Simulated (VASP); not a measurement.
**Pt: equation of state with PBEsol**

Pt:

```
Pt
1.0
     2.76067    0.00000    0.00000
    -1.38033    2.39081    0.00000
     0.00000    0.00000    4.79213
Pt
2
Direct
  0.33333 0.66667 0.25000
  0.66667 0.33333 0.75000
```

This isn't the form of Pt at room conditions, which is fcc.

```yaml
Program: VASP 6.6.1
Task: equation of state
Functional: PBEsol
Potentials_or_basis: VASP PAW PBE potentials, release 64 (Pt)
Cutoff: 520 eV
k_mesh: 11 × 11 × 6
Occupations: fermi-dirac, width 0.05 eV
Spin: no spin polarisation
```

The equilibrium volume is 15.14 Å³/atom, the bulk modulus at fixed shape and positions is 283 GPa and the pressure derivative of the bulk modulus is 5.5.

Energy against volume, from the lowest point:
```
volume (Å³/atom)  energy (meV/atom)
          14.866               4.58
          15.182               0.00
          15.498               6.91
          15.815              23.83
          16.131              49.51
          16.447              82.82
          16.763             122.76
```

All runs of the series together: 3.5 min on 1 thread of Intel(R) Xeon(R) Platinum 8259CL CPU @ 2.50GHz (Skylake/Cascade Lake), with other jobs on the host.

Caveat: the cell was scaled at fixed shape and fractional positions, which overstates the stiffness of a crystal with free parameters, most of all of layers and chains; the PAW data sets were made with another functional, which shifts forces and pressure a little. Spin-orbit coupling is left out, which matters for the levels of Pt.
